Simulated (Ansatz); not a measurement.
Si3N4, one structure, two calculations

Cell: an entry of the Crystallography Open Database (COD), ions relaxed with PBE at fixed cell.

Space group P6_3/m (No. 176); a = 7.5950, c = 2.9023 Å, γ = 120.00°.

| site | Wyckoff | site symmetry | x | y | z |
| --- | --- | --- | --- | --- | --- |
| Si | 6h | m.. | 0.7673 | 0.1736 | 0.2500 |
| N7 | 6h | m.. | 0.0294 | 0.3297 | 0.2500 |
| N13 | 2d | -6.. | 0.3333 | 0.6667 | 0.7499 |

One atom of each set is listed.

First run. Computed with Ansatz: DFT, PBE, plane waves and PAW, scalar-relativistic, 420 eV cutoff, Γ-centred 4×4×10 k-points, Fermi–Dirac smearing 0.02 eV.

```
site  V_zz (10²¹ V/m²)     η
  Si              0.99  0.42
  N7             -4.90  0.07
 N13             -4.83  0.00
```

Second run. The same atoms and settings, except that the functional is PBEsol.

Q: Given the first result, estimate the second.

A: 

```
site   V_zz     η  change of V_zz
  Si   0.98  0.42           -0.01
  N7  -4.71  0.08           +0.19
 N13  -4.62  0.00           +0.21
```

The largest change of V_zz is on N13, from -4.83 to -4.62. In per cent, |V_zz| changes by -1 on Si, -4 on N (all sites that start above 0.5).

For the first run: At this cell the PBE pressure is 6 GPa, so with PBE the cell would grow if it were relaxed.
